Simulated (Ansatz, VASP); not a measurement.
# TiSb2 in two plane-wave programs, part 2 of 2

Aim: how closely do two programs agree when they are given the same cell, functional and k mesh?

VASP 6.6.1 and Ansatz 0.2.0.

So far: The starting structure; Ansatz: relaxation of cell and atoms, r2SCAN; VASP: relaxation of cell and atoms, r2SCAN.

### Step 3. VASP: relaxation of cell and atoms, r2SCAN (continued)

Level of this step: r2SCAN; plane waves and PAW (Ti_sv, Sb) (VASP).

Numbers of over 12 decimals in the logs are rounded to 6 here.

Parts of OUTCAR (step 3):

```text
ion  position               nearest neighbor table
   1  0.250  0.250  0.000-   2 2.91   2 2.91   4 2.92   4 2.92   6 2.92   6 2.92   3 2.92   5 2.92
                             3 2.92   5 2.92
   2  0.750  0.750  0.000-   1 2.91   1 2.91   6 2.92   6 2.92   4 2.92   4 2.92   5 2.92   3 2.92
                             5 2.92   3 2.92
   3  0.652  0.152  0.803-   5 2.85   2 2.92   1 2.92   2 2.92   1 2.92   5 3.45   5 3.45   6 3.54
                             4 3.54   4 3.54   6 3.54   6 3.58   4 3.58   4 3.58   6 3.58
   4  0.152  0.348  0.500-   6 2.85   1 2.92   2 2.92   1 2.92   2 2.92   6 3.45   6 3.45   5 3.54
                             3 3.54   3 3.54   5 3.54   3 3.58   5 3.58   3 3.58   5 3.58
   5  0.348  0.848  0.197-   3 2.85   1 2.92   2 2.92   1 2.92   2 2.92   3 3.45   3 3.45   6 3.54
                             4 3.54   6 3.54   4 3.54   6 3.58   4 3.58   6 3.58   4 3.58
   6  0.848  0.652  0.500-   4 2.85   2 2.92   1 2.92   2 2.92   1 2.92   4 3.45   4 3.45   5 3.54
                             3 3.54   3 3.54   5 3.54   3 3.58   5 3.58   5 3.58   3 3.58

  LATTYP: Found a body centered tetragonal cell.
 ALAT       =     6.6600000000
 C/A-ratio  =     0.8735735736

 Subroutine GETGRP returns: Found 16 space group operations
 (whereof  8 operations were pure point group operations)

The static configuration has the point symmetry C_4h.
 The point group associated with its full space group is D_4h.

 Found     30 irreducible k-points:

   k-points           NKPTS =     30   k-points in BZ     NKDIM =     30   number of bands    NBANDS=     28

   dimension x,y,z NGX =    42 NGY =   42 NGZ =   42
   dimension x,y,z NGXF=    84 NGYF=   84 NGZF=   84

   ENCUT  =  520.0 eV  38.22 Ry    6.18 a.u.  10.29 10.29 10.29*2*pi/ulx,y,z

   NELECT =      44.0000    total number of electrons

 k-points in reciprocal lattice and weights: Automatic mesh
   0.00000000  0.00000000  0.00000000       0.005
   0.16666667 -0.00000000  0.00000000       0.037
   0.33333333  0.00000000  0.00000000       0.037
   0.50000000 -0.00000000  0.00000000       0.019
   0.16666667  0.16666667  0.00000000       0.037
   0.33333333  0.16666667  0.00000000       0.074
   0.50000000  0.16666667  0.00000000       0.074
  -0.33333333  0.16666667  0.00000000       0.074
  -0.16666667  0.16666667  0.00000000       0.019
[...]
-0.33333333 -0.33333333  0.33333333       0.009
   0.50000000  0.50000000  0.50000000       0.005

 average (electrostatic) potential at core
       1 -76.0942       2 -76.0942       3 -88.2571       4 -88.2571       5 -88.2571
       6 -88.2571

 E-fermi :   9.5740

 k-point     1 :       0.0000    0.0000    0.0000
  band No.  band energies     occupation
    ...
     18       6.3896      2.00000
     19       6.3896      2.00000
     20       6.8970      2.00000
     21       7.8242      2.00000
     22       8.5780      2.00000
     23      10.0444      0.00016
     24      10.5209      0.00000
     25      11.1818      0.00000
     26      11.1818      0.00000
     27      11.5933      0.00000
    ...

 k-point     2 :       0.1667   -0.0000    0.0000
  band No.  band energies     occupation
    ...
     18       6.5852      2.00000
     19       7.0178      2.00000
     20       7.4439      2.00000
     21       7.7627      2.00000
     22       8.6116      2.00000
     23      10.3914      0.00000
     24      10.4978      0.00000
     25      11.0117      0.00000
     26      11.0552      0.00000
     27      11.5606      0.00000
    ...

 k-point     3 :       0.3333    0.0000    0.0000
  band No.  band energies     occupation
    ...
     18       7.4188      2.00000
     19       7.7603      2.00000
     20       8.0479      2.00000
     21       8.7132      2.00000
     22       8.8766      2.00000
     23      10.1591      0.00002
     24      10.5118      0.00000
     25      10.6893      0.00000
     26      10.7029      0.00000
     27      11.5763      0.00000
    ...

  Total        0.0071510      0.0071510     -0.0171362      0.0000000      0.0000000      0.0000000
  in kB        0.0879453      0.0879453     -0.2107481      0.0000000      0.0000000      0.0000000
  external PRESSURE =      -0.0116192 kB  Pullay stress =       0.0000000 kB

  energy-cutoff  :      520.00
  volume of cell :      130.28
      direct lattice vectors                 reciprocal lattice vectors
    -3.355799927  3.355799927  2.892079523     0.000000000  0.148995772  0.172885979
     3.355799927 -3.355799927  2.892079523     0.148995772  0.000000000  0.172885979
     3.355799927  3.355799927 -2.892079523     0.148995772  0.148995772  0.000000000

 POSITION                                       TOTAL-FORCE (eV/Angst)
 -----------------------------------------------------------------------------------
      0.00000      0.00000      1.44604         0.000000      0.000000     -0.000000
      0.00000      0.00000      4.33812        -0.000000      0.000000     -0.000000
      1.01923      4.37503      0.00000        -0.006147     -0.006147     -0.000000
      2.33657      1.01923     -0.00000         0.006147     -0.006147     -0.000000
      2.33657     -1.01923      2.89208         0.006147      0.006147      0.000000
      1.01923      2.33657      2.89208        -0.006147      0.006147     -0.000000
 -----------------------------------------------------------------------------------
    total drift:                               -0.000000      0.000000     -0.000000

  FREE ENERGIE OF THE ION-ELECTRON SYSTEM (eV)
  ---------------------------------------------------
  free  energy   TOTEN  =      -131.2167396402 eV

  energy  without entropy=     -131.2019386645  energy(sigma->0) =     -131.20933915

 reached required accuracy - stopping structural energy minimisation

 total charge
# of ion       s       p       d       tot
------------------------------------------
    1        2.151   6.102   1.952  10.205
    2        2.151   6.102   1.952  10.205
    3        1.137   1.265   0.047   2.449
    4        1.137   1.265   0.047   2.449
    5        1.137   1.265   0.047   2.449
    6        1.137   1.265   0.047   2.449
--------------------------------------------------
tot          8.848  17.263   4.093  30.204

[... 3 further parts left out ...]
```

The run keeps the 16 symmetry operations of its start, so it cannot find a distortion of lower symmetry.

### Step 4. Differences

Known differences besides the potentials themselves: VASP keeps PBE cores, Ansatz makes them for the functional; both relaxations stop at a tolerance, which leaves soft axes loose, and VASP keeps its plane-wave basis; the data sets hold 84 valence electrons in Ansatz (default PAW (the set named soft_2) files) and 44 in VASP; the cutoff is 500 eV in Ansatz and 520 eV in VASP; Ansatz adds a Pulay correction to the stress that steers its cell, VASP none. Total energies have different zeros and are not compared.

Compared:

```csv
quantity,Ansatz,VASP,difference
volume (Å³),130.03,130.28,-0.19 %
"edge a after relaxation, in the typed setting (Å)",5.554,5.558,-0.06 %
```

The walks stopped with 0.01 GPa left in Ansatz and 0.00 GPa in VASP; each walk ends within a tolerance, so the volume difference is uncertain by about these residues over the bulk modulus, most in soft cells.

### Step 5. Results

* difference in volume (relaxation of cell and atoms, r2SCAN): -0.19 %

**Reading.** The difference in volume is -0.19 % (relaxation of cell and atoms, r2SCAN), within the 1.2 % picked in this series as the mark of a large difference, as far as the stopping tolerances let one tell. Such differences can come from data sets, numerical settings and the points named under the comparisons, not from the functional's error against experiment.

[Lines on the potential files, build, host, timing and source positions are cut from VASP's logs without a mark.]

[Logs are printed without paths, hosts, clocks, repeated set-up lines and the standing remarks that a program may print on its own settings, such as how far it seeks lower states.]

[Hosts, paths, dates, database ids (printed as entryN), source tags and the programs' standing remarks are cut or masked in the printed files.]
